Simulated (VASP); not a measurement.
# Co: self-consistent run

Co, P6_3/mmc (no. 194), 2 atoms in the cell. PBE; PAW potentials Co (PBE set).

## Input

INCAR:
```
  PREC = Accurate
  ENCUT = 520
  EDIFF = 1E-6
  ISMEAR = 1
  SIGMA = 0.1
  LREAL = False
  LASPH = True
  ALGO = Normal
  NELM = 200
  ISIF = 2
  LWAVE = False
  LCHARG = False
  LORBIT = 11
  LMAXMIX = 4
  LNONCOLLINEAR = True
  MAGMOM = 0.092 -0.208 -0.036 -0.051 -1.248 -0.359
  ISYM = -1
```

KPOINTS:
```
k-points
0
Gamma
  9 9 5
```

POSCAR:
```
Co
1.0
    2.4719999032      0.0000000000      0.0000000000
   -1.2359999516      2.1408147143      0.0000000000
    0.0000000000      0.0000000000      4.0211440800
Co
2
Direct
    0.6666666667      0.3333333333      0.7500000000
    0.3333333333      0.6666666667      0.2500000000
```

Commands:
```
cat potpaw_PBE.64/Co/POTCAR > POTCAR
mpirun -np 1 vasp_ncl > vasp.out
```

## Result

- Pressure (GPa): 2.74
- Magnetisation (muB): 0.051, -2.952, -0.809
- Gap on the mesh (eV): 0.000
- Fermi level (eV): 10.555

VASP 6.6.1 took 1011 s on 1 core (Intel Xeon 6975P-C (Granite Rapids)), a shared host.
